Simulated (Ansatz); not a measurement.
The system is NbP.

```
Nb P
1.0
    -1.67492    1.67492    5.74011
     1.67492   -1.67492    5.74011
     1.67492    1.67492   -5.74011
Nb P
2 2
Direct
  0.24988 0.74988 0.50000
  0.49988 0.49988 0.00000
  0.83275 0.33275 0.50000
  0.08275 0.08275 0.00000
```

The cell is a database's computed one.

Base run:

```yaml
Program: Ansatz 0.2.0
Functional: PBEsol
Potentials_or_basis: all-electron LAPW, scalar-relativistic
Cutoff: 207 eV
Density_cutoff: 830 eV
Basis_error_allowed: 0.002 eV/atom
k_mesh: 11 × 11 × 11
Occupations: fermi-dirac, width 0.05 eV
Spin: no spin polarisation
```

Its results: pressure -6.4 GPa; largest force 0.017 eV/Å.

After a change of settings the same cell gave: pressure -4.7 GPa; largest force 0.005 eV/Å. Which change was it?
A. functional from PBEsol to PBE; basis error allowed from 0.002 eV/atom to 0.001 eV/atom
B. k mesh from 11 × 11 × 11 to 7 × 7 × 7; occupations from fermi-dirac, width 0.05 eV to fermi-dirac, width 0.03 eV
C. potentials or basis from all-electron LAPW, scalar-relativistic to all-electron PAW datasets made for the crystal
D. hubbard terms from none to Nb d U = 4 eV

D.

Caveats: U is the effective U less J, on atomic orbitals that reach past the spheres (some runs); U without spin polarisation on a metal has little footing (some runs); the U is typed as a test and isn't derived for this compound (some runs).

Not every run made on this cell is shown here.
